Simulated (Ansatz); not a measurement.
# MoS2: band structure with PBE

**Measured values to compare with.**

From “Multiwavelength excitation Raman Scattering Analysis of bulk and 2 dimensional MoS2: Vibrational properties of atomically thin MoS2 layers”, 2015, arxiv:1506.03228, for a bulk crystal of MoS2 at 300 K: band gap 1.3 eV (indirect).

Crystal: MoS2.

```xyz
6
Lattice="3.1690 0.0000 0.0000 -1.5845 2.7444 0.0000 0.0000 0.0000 12.3240" Properties=species:S:1:pos:R:3 pbc="T T T"
Mo    1.5845    0.9148    9.2430
Mo    0.0000    1.8296    3.0810
S     1.5845    0.9148    4.6461
S     0.0000    1.8296   10.8081
S     1.5845    0.9148    1.5159
S     0.0000    1.8296    7.6779
```

```yaml
Program: Ansatz 0.2.0
Task: band structure
Functional: PBE
Potentials_or_basis: Ansatz PAW earlier set
Cutoff: 640 eV
Density_cutoff: 2560 eV
k_mesh: 10 × 10 × 3
Occupations: fermi-dirac, width 0.05 eV
Spin: no spin polarisation
Path: "[[\"G\", \"M\", \"K\", \"G\", \"A\", \"L\", \"H\", \"A\"], [\"L\", \"M\"], [\"K\", \"H\"]]"
Points_for_each_segment_of_the_path: 14
```

- Pressure: 2.0 GPa
- Largest force: 0.064 eV/Å
- Band gap on the k mesh: 0.93 eV, indirect (least direct gap 1.87 eV)
- Band gap along the path: 0.89 eV, indirect (least direct gap 1.66 eV)

Forces in eV/Å, atoms in the order of the input:
```
Mo   0.000  0.000  0.000
Mo   0.000  0.000  0.000
S    0.000  0.000 -0.064
S    0.000  0.000 -0.064
S    0.000  0.000  0.064
S    0.000  0.000  0.064
```

Stress tensor (GPa, compression positive):
```
1.87 0.00 0.00
0.00 1.87 0.00
0.00 0.00 2.28
```

Levels at the corners of the path, in eV from the valence-band top:
```
point  band 22  band 23  band 24  band 25  band 26  band 27  band 28  band 29  band 30  band 31
    Γ    -2.13    -2.13    -1.18    -1.14     0.00     2.10     2.10     2.13     2.13     2.27
    M    -2.48    -1.73    -1.53    -1.40    -1.27     1.60     1.65     2.00     2.26     2.85
    K    -3.79    -2.70    -2.70    -0.77    -0.60     1.05     1.05     1.84     2.84     2.84
    Γ    -2.13    -2.13    -1.18    -1.14     0.00     2.10     2.10     2.13     2.13     2.27
    A    -2.15    -2.15    -2.15    -0.27    -0.27     2.11     2.11     2.11     2.11     2.36
    L    -2.62    -1.63    -1.63    -1.33    -1.33     1.62     1.62     2.14     2.14     3.21
    H    -3.43    -2.87    -2.87    -0.69    -0.69     1.05     1.05     2.30     2.30     2.88
    A    -2.15    -2.15    -2.15    -0.27    -0.27     2.11     2.11     2.11     2.11     2.36
    L    -2.62    -1.63    -1.63    -1.33    -1.33     1.62     1.62     2.14     2.14     3.21
    M    -2.48    -1.73    -1.53    -1.40    -1.27     1.60     1.65     2.00     2.26     2.85
    K    -3.79    -2.70    -2.70    -0.77    -0.60     1.05     1.05     1.84     2.84     2.84
    H    -3.43    -2.87    -2.87    -0.69    -0.69     1.05     1.05     2.30     2.30     2.88
```

Wall time 43 s on 2 threads of Arm Neoverse N1, on a shared host, peak memory 0.77 GiB.

Measured gap of MoS2: 1.3 eV (indirect; 300 K; “Multiwavelength excitation Raman Scattering Analysis of bulk and 2 dimensional MoS2: Vibrational properties of atomically thin MoS2 layers”, 2015, arxiv:1506.03228). This calculation gives 0.89 eV (-0.41 eV). Spin-orbit coupling on Mo is left out. The value is that of PBE, without temperature or zero-point motion. Semilocal functionals fall short of measured gaps as a rule.

Caveat: this functional lacks dispersion, which binds the layers, so the pressure and a relaxed spacing across them are unreliable.
